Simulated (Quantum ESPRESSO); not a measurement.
# MnO (Cm) in Quantum ESPRESSO: a series of runs, part 3 of 3

Quantum ESPRESSO 7.5. The steps go on from the part before.

### 3 Energy-loss spectrum, PBE

pw.in reads:

```
&CONTROL
  calculation = 'scf'
  prefix = 'pwscf'
  outdir = './tmp'
  pseudo_dir = './pseudo'
  tprnfor = .true.
  tstress = .true.
  disk_io = 'low'
/
&SYSTEM
  ibrav = 0
  celldm(1) = 8
  nat = 2
  ntyp = 2
  ecutwfc = 88
  nbnd = 17
  occupations = 'smearing'
  smearing = 'mv'
  degauss = 0.01469973
/
&ELECTRONS
  conv_thr = 4d-10
  electron_maxstep = 120
  mixing_beta = 0.5
  diagonalization = 'cg'
  mixing_mode = 'TF'
/
ATOMIC_SPECIES
Mn    54.9380 Mn_ONCV_PBE-1.2.upf
O     15.9990 O_ONCV_PBE-1.2.upf
CELL_PARAMETERS alat
  0.7018663727813  -0.4055780711839   0.0000000000000
  0.7018663727813   0.4055780711839   0.0000000000000
 -0.4688006003021   0.0000000000000   0.6638393502208
ATOMIC_POSITIONS crystal
Mn     0.5001990000    0.5001990000    0.5006650000
O      0.7498025000    0.7498025000    0.2493360000
K_POINTS automatic
6 6 6 0 0 0
```

scf2.in reads:

```
&CONTROL
  calculation = 'scf'
  prefix = 'pwscf'
  outdir = './tmp'
  pseudo_dir = './pseudo'
  tprnfor = .true.
  tstress = .true.
  disk_io = 'low'
/
&SYSTEM
  ibrav = 0
  celldm(1) = 8
  nat = 2
  ntyp = 2
  ecutwfc = 88
  nbnd = 17
  occupations = 'smearing'
  smearing = 'mv'
  degauss = 0.01469973
/
&ELECTRONS
  conv_thr = 1d-11
  electron_maxstep = 120
  mixing_beta = 0.5
  diagonalization = 'cg'
  mixing_mode = 'TF'
  startingpot = 'file'
  startingwfc = 'file'
/
ATOMIC_SPECIES
Mn    54.9380 Mn_ONCV_PBE-1.2.upf
O     15.9990 O_ONCV_PBE-1.2.upf
CELL_PARAMETERS alat
  0.7018663727813  -0.4055780711839   0.0000000000000
  0.7018663727813   0.4055780711839   0.0000000000000
 -0.4688006003021   0.0000000000000   0.6638393502208
ATOMIC_POSITIONS crystal
Mn     0.5001990000    0.5001990000    0.5006650000
O      0.7498025000    0.7498025000    0.2493360000
K_POINTS automatic
6 6 6 0 0 0
```

eels.in reads:

```
&LR_INPUT
  prefix = 'pwscf'
  outdir = './tmp'
  restart_step = 5000
  restart = .false.
/
&LR_CONTROL
  calculator = 'lanczos'
  approximation = 'RPA_with_CLFE'
  q1 = 0.1945004581
  q2 = 0.1945004581
  q3 = 0.1945004581
  itermax = 600
/
```

spectrum.in reads:

```
&LR_INPUT
  prefix = 'pwscf'
  outdir = './tmp'
  eels = .true.
  itermax0 = 600
  itermax = 20000
  extrapolation = 'osc'
  epsil = 0.02
  units = 1
  start = 0
  end = 40
  increment = 0.2
/
```

spectrum_short.in reads:

```
&LR_INPUT
  prefix = 'pwscf'
  outdir = './tmp'
  eels = .true.
  itermax0 = 400
  itermax = 20000
  extrapolation = 'osc'
  epsil = 0.02
  units = 1
  start = 0
  end = 40
  increment = 0.2
/
```

Potentials or basis: SG15 PBE 1.2.

Command:

```bash
$ OMP_NUM_THREADS=1 pw.x -in pw.in > pw.out
$ OMP_NUM_THREADS=1 pw.x -in scf2.in > scf2.out
$ OMP_NUM_THREADS=1 turbo_eels.x -in eels.in > eels.out
$ OMP_NUM_THREADS=1 turbo_spectrum.x -in spectrum.in > spectrum.out
$ OMP_NUM_THREADS=1 turbo_spectrum.x -in spectrum_short.in > spectrum_short.out
```

pw.out:

```text
This program is part of the open-source Quantum ESPRESSO suite
     for quantum simulation of materials; please cite
[... 9 lines left out ...]
     --------------------
     sticks:   dense  smooth     PW     G-vecs:    dense   smooth      PW
     Sum        1027    1027    313                21595    21595    3799

     Using Slab Decomposition

     bravais-lattice index     =            0
     lattice parameter (alat)  =       8.0000  a.u.
     unit-cell volume          =     193.5048 (a.u.)^3
     number of atoms/cell      =            2
     number of atomic types    =            2
     number of electrons       =        21.00
     number of Kohn-Sham states=           17
     kinetic-energy cutoff     =      88.0000  Ry
     charge density cutoff     =     352.0000  Ry
     scf convergence threshold =      4.0E-10
     mixing beta               =       0.5000
     number of iterations used =            8  TF        mixing
     Exchange-correlation= PBE
                           (   1   4   3   4   0   0   0)

     celldm(1)=   8.000000  celldm(2)=   0.000000  celldm(3)=   0.000000
     celldm(4)=   0.000000  celldm(5)=   0.000000  celldm(6)=   0.000000

     crystal axes: (cart. coord. in units of alat)
               a(1) = (   0.701866  -0.405578   0.000000 )
               a(2) = (   0.701866   0.405578   0.000000 )
               a(3) = (  -0.468801   0.000000   0.663839 )

     reciprocal axes: (cart. coord. in units 2 pi/alat)
               b(1) = (  0.712386 -1.232808  0.503084 )
               b(2) = (  0.712386  1.232808  0.503084 )
               b(3) = ( -0.000000  0.000000  1.506389 )

     PseudoPot. # 1 for Mn read from file:
     Mn_ONCV_PBE-1.2.upf
     Pseudo is Norm-conserving, Zval = 15.0
     Generated using ONCVPSP code by D. R. Hamann
     Using radial grid of  602 points,  6 beta functions with:
                l(1) =   0
                l(2) =   0
                l(3) =   1
                l(4) =   1
                l(5) =   2
                l(6) =   2

     PseudoPot. # 2 for O  read from file:
     O_ONCV_PBE-1.2.upf
     Pseudo is Norm-conserving, Zval =  6.0
     Generated using ONCVPSP code by D. R. Hamann
     Using radial grid of  602 points,  4 beta functions with:
                l(1) =   0
                l(2) =   0
                l(3) =   1
                l(4) =   1

     atomic species   valence    mass     pseudopotential
     Mn               15.00    54.93800     Mn( 1.00)
     O                 6.00    15.99900     O ( 1.00)

      2 Sym. Ops. (no inversion) found

   Cartesian axes

     site n.     atom                  positions (alat units)
         1        Mn     tau(   1) = (   0.4674337  -0.0000000   0.3323611  )
         2        O      tau(   2) = (   0.9356335  -0.0000000   0.1655190  )

     number of k points=    68  Marzari-Vanderbilt smearing, width (Ry)=  0.0147
                       cart. coord. in units 2pi/alat
        k(    1) = (   0.0000000   0.0000000   0.0000000), wk =   0.0092593
        k(    2) = (   0.0000000   0.0000000   0.2510648), wk =   0.0185185
        k(    3) = (   0.0000000   0.0000000   0.5021295), wk =   0.0185185
        k(    4) = (   0.0000000   0.0000000  -0.7531943), wk =   0.0092593
        k(    5) = (   0.1187311   0.2054680   0.0838474), wk =   0.0370370
        k(    6) = (   0.1187311   0.2054680   0.3349121), wk =   0.0370370
[... 60 lines left out ...]
        k(   67) = (  -0.7123863   0.0000000  -0.0009547), wk =   0.0185185
        k(   68) = (  -0.7123863   0.0000000  -1.2562785), wk =   0.0092593

     Dense  grid:    21595 G-vectors     FFT dimensions: (  40,  40,  40)

     Initial potential from superposition of free atoms

     starting charge      20.9443, renormalised to      21.0000
     Starting wfcs are random

     Self-consistent Calculation

     iteration #  1     ecut=    88.00 Ry     beta= 0.50
     CG style diagonalization
     c_bands:  1 eigenvalues not converged
     c_bands:  2 eigenvalues not converged
     c_bands:  1 eigenvalues not converged
     c_bands:  3 eigenvalues not converged
     c_bands:  1 eigenvalues not converged
     c_bands:  2 eigenvalues not converged
[... 21 lines left out ...]
     c_bands:  1 eigenvalues not converged
     c_bands:  2 eigenvalues not converged
     ethr =  1.00E-02,  avg # of iterations = 12.2

     total energy              =    -230.62774401 Ry
     estimated scf accuracy    <       0.35432514 Ry

     iteration #  2     ecut=    88.00 Ry     beta= 0.50
     CG style diagonalization
     ethr =  1.69E-03,  avg # of iterations =  3.7

     total energy              =    -230.88590400 Ry
     estimated scf accuracy    <       0.14764870 Ry

     iteration #  3     ecut=    88.00 Ry     beta= 0.50
     CG style diagonalization
     ethr =  7.03E-04,  avg # of iterations =  3.1
[... 88 lines left out ...]
     iteration # 16     ecut=    88.00 Ry     beta= 0.50
     CG style diagonalization
     ethr =  9.23E-11,  avg # of iterations =  3.3

     total energy              =    -230.90818347 Ry
     estimated scf accuracy    <          8.3E-09 Ry

     iteration # 17     ecut=    88.00 Ry     beta= 0.50
     CG style diagonalization
     ethr =  3.96E-11,  avg # of iterations =  3.0

     total energy              =    -230.90818346 Ry
     estimated scf accuracy    <          5.3E-09 Ry

     iteration # 18     ecut=    88.00 Ry     beta= 0.50
     CG style diagonalization
     ethr =  2.52E-11,  avg # of iterations =  3.2

     total energy              =    -230.90818347 Ry
     estimated scf accuracy    <          5.3E-10 Ry

     iteration # 19     ecut=    88.00 Ry     beta= 0.50
     CG style diagonalization
     ethr =  2.52E-12,  avg # of iterations =  4.4

     total energy              =    -230.90818347 Ry
     estimated scf accuracy    <          7.3E-10 Ry

     iteration # 20     ecut=    88.00 Ry     beta= 0.50
     CG style diagonalization
     ethr =  2.52E-12,  avg # of iterations =  3.1

     End of self-consistent calculation

          k = 0.0000 0.0000 0.0000 (  2733 PWs)   bands (ev):

   -70.2092 -38.9434 -38.9401 -38.9389 -10.2512   3.9908   4.0038   4.0060
     8.7296   8.7511   8.7564  10.5528  10.5529  10.5569  22.0133  22.0843
    22.0852

          k = 0.0000 0.0000 0.2511 (  2704 PWs)   bands (ev):

   -70.2088 -38.9497 -38.9410 -38.9398 -10.1665   3.6155   4.0627   4.0656
     8.7089   8.7129   9.5108  10.3920  10.4664  10.4671  19.8415  22.1829
    22.1886

          k = 0.0000 0.0000 0.5021 (  2695 PWs)   bands (ev):

   -70.2079 -38.9624 -38.9430 -38.9418  -9.9961   3.1664   4.1680   4.1721
     8.7547   8.7567   9.1215  10.1758  10.1761  12.0843  16.9234  21.9036
    21.9202

          k = 0.0000 0.0000-0.7532 (  2692 PWs)   bands (ev):

   -70.2074 -38.9688 -38.9440 -38.9427  -9.9105   3.0391   4.2130   4.2178
     8.6937   8.8848   8.8852   9.9305   9.9312  13.9467  14.9663  21.6306
    21.6497

          k = 0.1187 0.2055 0.0838 (  2704 PWs)   bands (ev):

   -70.2088 -38.9468 -38.9438 -38.9401 -10.1660   3.6246   4.0516   4.0633
     8.7078   8.7132   9.5190  10.3882  10.4682  10.4705  19.8849  22.1279
    22.1797

          k = 0.1187 0.2055 0.3349 (  2697 PWs)   bands (ev):

   -70.2082 -38.9549 -38.9459 -38.9409 -10.0534   3.3634   4.0516   4.1482
     8.5718   8.8126   9.6551   9.8086  10.4243  11.4035  19.0535  19.6598
    22.9172

          k = 0.1187 0.2055 0.5860 (  2696 PWs)   bands (ev):

   -70.2074 -38.9643 -38.9483 -38.9430  -9.9131   3.2528   4.0070   4.2453
     8.6578   8.6714   8.9973   9.6530  10.1297  13.5253  16.5238  19.4639
    21.9927

          k = 0.1187 0.2055-0.6693 (  2704 PWs)   bands (ev):

   -70.2072 -38.9664 -38.9475 -38.9443  -9.8854   3.2028   4.0600   4.2646
     8.4525   8.8328   8.9032   9.8330   9.8455  14.1357  15.8312  19.9531
    21.4825
[... 307 lines left out ...]
          k =-0.1187-1.0273-0.3349 (  2694 PWs)   bands (ev):

   -70.2072 -38.9592 -38.9520 -38.9474  -9.8860   3.2629   4.0243   4.2868
     8.3262   8.7636   9.1223   9.5129  10.0476  13.5808  18.0121  18.3927
    21.0970

          k =-0.0000-0.8219-0.0000 (  2688 PWs)   bands (ev):

   -70.2069 -38.9601 -38.9556 -38.9485  -9.8311   3.5121   3.7867   4.3273
     8.0483   8.7559   9.0386   9.4465   9.8651  15.3761  16.4897  17.7719
    21.5125

          k =-0.0000-0.8219 0.2511 (  2693 PWs)   bands (ev):

   -70.2069 -38.9615 -38.9527 -38.9499  -9.8312   3.4724   3.8289   4.3309
     8.1109   8.6508   9.0190   9.4590   9.9034  15.3739  16.2796  18.4836
    20.3971

          k =-0.0000-0.8219 0.5021 (  2687 PWs)   bands (ev):

   -70.2069 -38.9606 -38.9554 -38.9481  -9.8314   3.5094   3.7866   4.3305
     8.0500   8.7565   9.0352   9.4469   9.8651  15.3778  16.4960  17.7491
    21.5278

          k =-0.0000-0.8219-0.7532 (  2698 PWs)   bands (ev):

   -70.2069 -38.9615 -38.9536 -38.9490  -9.8315   3.4719   3.8279   4.3335
     8.1114   8.6491   9.0174   9.4577   9.9057  15.3743  16.2793  18.4739
    20.4041

          k =-0.7124 0.0000-0.5031 (  2698 PWs)   bands (ev):

   -70.2067 -38.9657 -38.9516 -38.9496  -9.8054   2.9795   4.4084   4.4173
     7.9774   9.0345   9.0946   9.4000   9.4038  14.0967  17.5190  19.5478
    21.3664

          k =-0.7124 0.0000-0.2520 (  2694 PWs)   bands (ev):

   -70.2069 -38.9623 -38.9537 -38.9482  -9.8321   3.1379   4.2032   4.3604
     8.0398   8.9126   8.9890   9.6049   9.6401  14.1276  17.6939  18.6345
    21.3589

          k =-0.7124 0.0000-0.0010 (  2703 PWs)   bands (ev):

   -70.2072 -38.9629 -38.9503 -38.9454  -9.8837   3.2079   4.0539   4.2543
     8.4575   8.8404   8.9097   9.8284   9.8524  14.1461  15.8324  19.9499
    21.4445

          k =-0.7124 0.0000-1.2563 (  2692 PWs)   bands (ev):

   -70.2074 -38.9655 -38.9463 -38.9441  -9.9086   3.0478   4.2047   4.2055
     8.6997   8.8825   8.8925   9.9302   9.9418  13.9464  14.9914  21.5914
    21.6065

     the Fermi energy is     9.0835 ev

!    total energy              =    -230.90818347 Ry
     estimated scf accuracy    <          7.6E-11 Ry
     smearing contrib. (-TS)   =       0.00153608 Ry
     internal energy E=F+TS    =    -230.90971955 Ry

     The total energy is F=E-TS. E is the sum of the following terms:
     one-electron contribution =    -125.71085445 Ry
     hartree contribution      =      69.38979703 Ry
     xc contribution           =     -28.53542468 Ry
     ewald contribution        =    -146.05323744 Ry

     convergence has been achieved in  20 iterations

     Forces acting on atoms (cartesian axes, Ry/au):

     atom    1 type  1   force =     0.00000703    0.00000000   -0.00054454
     atom    2 type  2   force =    -0.00000703   -0.00000000    0.00054454

     Total force =     0.000770     Total SCF correction =     0.000001

     Computing stress (Cartesian axis) and pressure

          total   stress  (Ry/bohr**3)                   (kbar)     P=     -343.28
  -0.00232659   0.00000000   0.00000261         -342.25        0.00        0.38
   0.00000000  -0.00233062   0.00000000            0.00     -342.85        0.00
   0.00000261   0.00000000  -0.00234354            0.38        0.00     -344.75

=------------------------------------------------------------------------------=
   JOB DONE.
=------------------------------------------------------------------------------=
```

Run time: 65 min. Hardware: 1 thread of Arm Neoverse V1, shared host; peak memory 1.7 GiB.

What came out:

* Free energy: -3141.6659 eV
* Pressure: -34.3 GPa
* Largest force: 0.014 eV/Å
* Band gap on the k mesh: none (metal or under the smearing width)
* Peak of the energy-loss function: 17.8 eV

Forces in eV/Å, atoms in the order of the input:
```
Mn   0.000  0.000 -0.014
O    0.000  0.000  0.014
```

Stress tensor (GPa, compression positive):
```
-34.22   0.00   0.04
  0.00 -34.28   0.00
  0.04   0.00 -34.47
```

Levels at points of the mesh, in eV from the Fermi level:
| k point | band 7 | band 8 | band 9 | band 10 | band 11 | band 12 | band 13 | band 14 | band 15 | band 16 |
| --- | --- | --- | --- | --- | --- | --- | --- | --- | --- | --- |
| (0.00, 0.00, 0.00) | -5.08 | -5.08 | -0.35 | -0.33 | -0.33 | 1.47 | 1.47 | 1.47 | 12.93 | 13.00 |
| (0.00, 0.00, -0.50) | -4.87 | -4.87 | -0.39 | -0.20 | -0.20 | 0.85 | 0.85 | 4.86 | 5.88 | 12.55 |
| (0.00, -0.50, 0.00) | -4.88 | -4.87 | -0.38 | -0.20 | -0.19 | 0.84 | 0.86 | 4.86 | 5.91 | 12.50 |
| (0.00, -0.50, -0.50) | -4.67 | -4.66 | -1.11 | -0.05 | 0.01 | 0.32 | 0.32 | 5.01 | 8.41 | 10.48 |
| (-0.50, -0.50, 0.00) | -4.68 | -4.67 | -1.11 | -0.05 | 0.01 | 0.32 | 0.32 | 5.01 | 8.44 | 10.46 |
| (-0.50, -0.50, -0.50) | -4.88 | -4.88 | -0.38 | -0.20 | -0.19 | 0.85 | 0.86 | 4.86 | 5.91 | 12.51 |

Energy-loss function at q = [0.28868, 0.28868, 0.28868] (Å⁻¹, cartesian):
| energy (eV) | loss |
| --- | --- |
| 0.0 | 0.000 |
| 1.8 | 0.012 |
| 3.4 | 0.142 |
| 5.2 | 0.254 |
| 7.0 | 0.354 |
| 8.6 | 0.542 |
| 10.4 | 0.625 |
| 12.2 | 0.487 |
| 13.8 | 0.477 |
| 15.6 | 0.666 |
| 17.4 | 0.868 |
| 19.0 | 0.840 |
| 20.8 | 0.734 |
| 22.4 | 0.599 |
| 24.2 | 0.461 |
| 26.0 | 0.414 |
| 27.6 | 0.453 |
| 29.4 | 0.546 |
| 31.2 | 0.605 |
| 32.8 | 0.564 |
| 34.6 | 0.426 |
| 36.4 | 0.309 |
| 38.0 | 0.264 |
| 39.8 | 0.260 |

Caveat: the k mesh is coarse (spacing up to 0.37 Å⁻¹), so the values aren't converged; the Lanczos chain is short for so many electrons, so humps in the spectrum may be artefacts; a pressure of tens of GPa on the cell as given is suspect, and the run, the potentials or the cell itself is likely at fault; an odd number of electrons without spin polarisation forces a metal; a magnetic or distorted state may lie lower; the run has no spin polarisation, though such a crystal can be magnetic; semilocal functionals often make such compounds metallic where correlation or magnetic order opens a gap, which also shifts bond lengths.
